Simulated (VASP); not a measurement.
Level of theory: r2SCAN+rVV10, VASP's PBE PAW potentials (set 64) (plane waves; VASP 6.6.1).

A VASP calculation is set up with these files.

### KPOINTS
```
Automatic mesh
0
Gamma
5 5 5
0 0 0
```

### POSCAR
```
CsI
1.0
  4.5700000000   0.0000000000   0.0000000000
  0.0000000000   4.5700000000   0.0000000000
  0.0000000000   0.0000000000   4.5700000000
Cs I
1 1
Cartesian
  0.0000000000   0.0000000000   0.0000000000
  2.2850000000   2.2850000000   2.2850000000
```

### INCAR
```
SYSTEM=CsI
PREC=Accurate; ENCUT=520; LREAL=F
LASPH=T
EDIFF=1E-6; NELM=100; ALGO=Normal
LMAXMIX=4; LMIXTAU=T
ISMEAR=0; SIGMA=0.05
METAGGA=R2SCAN; LUSE_VDW=T; BPARAM=11.95
CPARAM=0.0093
IBRION=2; NSW=60; ISIF=3
EDIFFG=-0.01
LWAVE=F; LCHARG=F
```

POTCAR, in this order: Cs_sv I (PBE.64 set). Program: vasp_std.

Output

### OUTCAR
```
 ion  position               nearest neighbor table
   1  0.000  0.000  0.000-
   2  0.500  0.500  0.500-
  LATTYP: Found a simple cubic cell.
 ALAT       =     4.5700000000
 Subroutine PRICEL returns:
 Original cell was already a primitive cell.
 Subroutine GETGRP returns: Found 48 space group operations
The static configuration has the point symmetry O_h .
The dynamic configuration has the point symmetry O_h .
 Subroutine INISYM returns: Found 48 space group operations
 Subroutine IBZKPT returns following result:
 Found     10 irreducible k-points:

 Following reciprocal coordinates:
            Coordinates               Weight
  0.000000  0.000000  0.000000      1.000000
  0.200000  0.000000  0.000000      6.000000
  0.400000  0.000000  0.000000      6.000000
  0.200000  0.200000  0.000000     12.000000
  0.400000  0.200000  0.000000     24.000000
  0.400000  0.400000  0.000000     12.000000
  0.200000  0.200000  0.200000      8.000000
  0.400000  0.200000  0.200000     24.000000
  0.400000  0.400000  0.200000     24.000000
  0.400000  0.400000  0.400000      8.000000
   k-points           NKPTS =     10   k-points in BZ     NKDIM =     10   number of bands    NBANDS=     12
   number of dos      NEDOS =    301   number of ions     NIONS =      2
   total plane-waves  NPLWV =  46656
   dimension x,y,z NGX =    36 NGY =   36 NGZ =   36
   dimension x,y,z NGXF=    72 NGYF=   72 NGZF=   72
   ions per type =               1   1
   PREC   = accura    normal or accurate (medium, high low for compatibility)
   ISTART =      0    job   : 0-new  1-cont  2-samecut
   ICHARG =      2    charge: 1-file 2-atom 10-const
   ISPIN  =      1    spin polarized calculation?
   LNONCOLLINEAR =      F non collinear calculations
   LSORBIT =      F    spin-orbit coupling
   INIWAV =      1    electr: 0-lowe 1-rand  2-diag
   ENCUT  =  520.0 eV  38.22 Ry    6.18 a.u.   8.50  8.50  8.50*2*pi/ulx,y,z
...
```

**OSZICAR**
```
       N       E                     dE             d eps       ncg     rms          rms(c)
DAV:   1     0.427981310576E+02    0.42798E+02   -0.63409E+03   240   0.113E+03
DAV:   2    -0.486298441507E+02   -0.91428E+02   -0.86277E+02   348   0.170E+02
DAV:   3    -0.556079866155E+02   -0.69781E+01   -0.69671E+01   316   0.542E+01
DAV:   4    -0.556924736038E+02   -0.84487E-01   -0.84478E-01   268   0.742E+00
DAV:   5    -0.556935968301E+02   -0.11232E-02   -0.11232E-02   316   0.899E-01    0.212E+00
DAV:   6    -0.531102403683E+02    0.25834E+01   -0.42344E-01   252   0.568E+00    0.200E+00
DAV:   7    -0.519873281684E+02    0.11229E+01   -0.45261E-01   244   0.510E+00    0.672E-01
DAV:   8    -0.524693897598E+02   -0.48206E+00   -0.28354E-01   240   0.582E+00    0.379E-01
DAV:   9    -0.523622462786E+02    0.10714E+00   -0.21404E-01   240   0.457E+00    0.272E-01
DAV:  10    -0.523982604545E+02   -0.36014E-01   -0.20149E-01   240   0.476E+00    0.324E-01
DAV:  11    -0.524632379564E+02   -0.64978E-01   -0.33238E-02   240   0.225E+00    0.143E-01
DAV:  12    -0.525014997524E+02   -0.38262E-01   -0.61431E-02   240   0.345E+00    0.114E-01
DAV:  13    -0.525006648359E+02    0.83492E-03   -0.48048E-04   292   0.210E-01    0.102E-01
DAV:  14    -0.525039137101E+02   -0.32489E-02   -0.94791E-03   240   0.114E+00    0.508E-02
DAV:  15    -0.525052776073E+02   -0.13639E-02   -0.76693E-04   240   0.325E-01    0.145E-02
DAV:  16    -0.525062966812E+02   -0.10191E-02   -0.56539E-04   240   0.306E-01    0.772E-03
DAV:  17    -0.525063096157E+02   -0.12934E-04   -0.16895E-05   284   0.551E-02    0.427E-03
DAV:  18    -0.525063129815E+02   -0.33658E-05   -0.24314E-06   256   0.216E-02    0.335E-03
DAV:  19    -0.525063119026E+02    0.10788E-05   -0.23283E-06   268   0.168E-02    0.198E-03
DAV:  20    -0.525063146822E+02   -0.27796E-05   -0.24482E-06   240   0.174E-02    0.145E-03
DAV:  21    -0.525063146130E+02    0.69121E-07   -0.10145E-07   132   0.357E-03
   1 F= -.52506315E+02 E0= -.52506315E+02  d E =-.525063E+02
       N       E                     dE             d eps       ncg     rms          rms(c)
DAV:   1    -0.525112715735E+02   -0.49569E-02   -0.10415E-01   244   0.194E+00    0.343E-01
DAV:   2    -0.525080066418E+02    0.32649E-02   -0.45670E-03   240   0.493E-01    0.161E-01
DAV:   3    -0.525069050263E+02    0.11016E-02   -0.38479E-03   240   0.403E-01    0.935E-02
DAV:   4    -0.525069360598E+02   -0.31034E-04   -0.54788E-05   284   0.649E-02    0.104E-01
DAV:   5    -0.525069683136E+02   -0.32254E-04   -0.44363E-05   240   0.758E-02    0.120E-01
DAV:   6    -0.525069239381E+02    0.44375E-04   -0.19053E-04   240   0.152E-01    0.321E-01
DAV:   7    -0.525069981030E+02   -0.74165E-04   -0.39697E-04   240   0.169E-01    0.272E-01
DAV:   8    -0.525069905743E+02    0.75287E-05   -0.77180E-05   240   0.116E-01    0.140E-01
DAV:   9    -0.525070065232E+02   -0.15949E-04   -0.12742E-05   248   0.455E-02    0.704E-02
DAV:  10    -0.525070111494E+02   -0.46263E-05   -0.62178E-06   296   0.202E-02    0.181E-02
DAV:  11    -0.525070113304E+02   -0.18094E-06   -0.12142E-06   160   0.141E-02
   2 F= -.52507011E+02 E0= -.52507011E+02  d E =-.696717E-03
       N       E                     dE             d eps       ncg     rms          rms(c)
DAV:   1    -0.525081539681E+02   -0.11428E-02   -0.24901E-02   244   0.947E-01    0.170E-01
DAV:   2    -0.525073703627E+02    0.78361E-03   -0.10949E-03   240   0.240E-01    0.796E-02
DAV:   3    -0.525071065177E+02    0.26385E-03   -0.90983E-04   240   0.196E-01    0.446E-02
DAV:   4    -0.525071154358E+02   -0.89181E-05   -0.13299E-05   284   0.323E-02    0.490E-02
DAV:   5    -0.525071219212E+02   -0.64855E-05   -0.49381E-06   240   0.251E-02    0.554E-02
DAV:   6    -0.525071192008E+02    0.27204E-05   -0.37549E-06   252   0.187E-02    0.249E-02
DAV:   7    -0.525071383381E+02   -0.19137E-04   -0.20774E-05   240   0.485E-02    0.852E-02
DAV:   8    -0.525071379011E+02    0.43702E-06   -0.48264E-06   240   0.299E-02
   3 F= -.52507138E+02 E0= -.52507138E+02  d E =-.823288E-03
       N       E                     dE             d eps       ncg     rms          rms(c)
DAV:   1    -0.525110605794E+02   -0.39222E-02   -0.99287E-02   244   0.189E+00    0.344E-01
DAV:   2    -0.525079251118E+02    0.31355E-02   -0.43514E-03   240   0.480E-01    0.161E-01
DAV:   3    -0.525068809964E+02    0.10441E-02   -0.36362E-03   240   0.389E-01    0.903E-02
DAV:   4    -0.525069080121E+02   -0.27016E-04   -0.52883E-05   284   0.645E-02    0.984E-02
DAV:   5    -0.525069223329E+02   -0.14321E-04   -0.17362E-05   240   0.478E-02    0.111E-01
DAV:   6    -0.525067751903E+02    0.14714E-03   -0.23535E-04   240   0.155E-01    0.137E-01
DAV:   7    -0.525069628940E+02   -0.18770E-03   -0.18109E-04   240   0.174E-01    0.145E-01
DAV:   8    -0.525069574306E+02    0.54635E-05   -0.13737E-05   240   0.496E-02    0.937E-02
DAV:   9    -0.525069640217E+02   -0.65911E-05   -0.10102E-05   268   0.369E-02    0.127E-02
DAV:  10    -0.525069654145E+02   -0.13929E-05   -0.19003E-06   184   0.159E-02    0.823E-03
DAV:  11    -0.525069657028E+02   -0.28826E-06   -0.13617E-06   160   0.136E-02
   4 F= -.52506966E+02 E0= -.52506966E+02  d E =-.651090E-03
       N       E                     dE             d eps       ncg     rms          rms(c)
DAV:   1    -0.525089941785E+02   -0.20288E-02   -0.45493E-02   244   0.128E+00    0.221E-01
DAV:   2    -0.525076117170E+02    0.13825E-02   -0.20225E-03   240   0.327E-01    0.104E-01
DAV:   3    -0.525071312729E+02    0.48044E-03   -0.16660E-03   240   0.267E-01    0.606E-02
DAV:   4    -0.525071450309E+02   -0.13758E-04   -0.23570E-05   284   0.426E-02    0.672E-02
DAV:   5    -0.525071605591E+02   -0.15528E-04   -0.18619E-05   240   0.484E-02    0.776E-02
DAV:   6    -0.525071320672E+02    0.28492E-04   -0.83667E-05   240   0.100E-01    0.215E-01
DAV:   7    -0.525071492719E+02   -0.17205E-04   -0.18403E-04   240   0.116E-01    0.184E-01
DAV:   8    -0.525071434148E+02    0.58571E-05   -0.31370E-05   240   0.738E-02    0.953E-02
DAV:   9    -0.525071468838E+02   -0.34689E-05   -0.51650E-06   240   0.287E-02    0.483E-02
DAV:  10    -0.525071477605E+02   -0.87676E-06   -0.24720E-06   248   0.125E-02
   5 F= -.52507148E+02 E0= -.52507148E+02  d E =-.833147E-03
```

OUTCAR:
```
------------------------ aborting loop because EDIFF is reached ----------------------------------------
  FORCE on cell =-STRESS in cart. coord.  units (eV):
  Direction    XX          YY          ZZ          XY          YZ          ZX
  --------------------------------------------------------------------------------------
  Total        0.0133319      0.0133319      0.0133319      0.0000000      0.0000000     -0.0000000
  in kB        0.2272396      0.2272396      0.2272396      0.0000000      0.0000000     -0.0000000
  external PRESSURE =       0.2272396 kB  Pullay stress =       0.0000000 kB
  volume of cell :       94.00
      direct lattice vectors                 reciprocal lattice vectors
     4.546808126  0.000000000  0.000000000     0.219934506  0.000000000  0.000000000
    -0.000000000  4.546808126  0.000000000     0.000000000  0.219934506 -0.000000000
    -0.000000000  0.000000000  4.546808126    -0.000000000 -0.000000000  0.219934506
 POSITION                                       TOTAL-FORCE (eV/Angst)
 -----------------------------------------------------------------------------------
      0.00000      0.00000      0.00000         0.000000      0.000000      0.000000
      2.27340      2.27340      2.27340        -0.000000     -0.000000      0.000000
 -----------------------------------------------------------------------------------
    total drift:                               -0.000000      0.000000      0.000000
  FREE ENERGIE OF THE ION-ELECTRON SYSTEM (eV)
  ---------------------------------------------------
  free  energy   TOTEN  =       -52.5071477605 eV

  energy  without entropy=      -52.5071477605  energy(sigma->0) =      -52.50714776

 reached required accuracy - stopping structural energy minimisation
```
(Selected blocks of OUTCAR.)

**CONTCAR**
```
CsI
   1.00000000000000
     4.5468081262788527    0.0000000000000000    0.0000000000000000
    -0.0000000000000000    4.5468081262788527    0.0000000000000000
    -0.0000000000000000    0.0000000000000000    4.5468081262788527
  Cs              I
     1     1
Direct
     0.0000000000000000    0.0000000000000000    0.0000000000000000
     0.5000000000000000    0.5000000000000000    0.5000000000000000
```

The compound is CsI in the CsCl type structure. This run relaxes it. Symmetry was kept, so distortions that lower it aren't found.
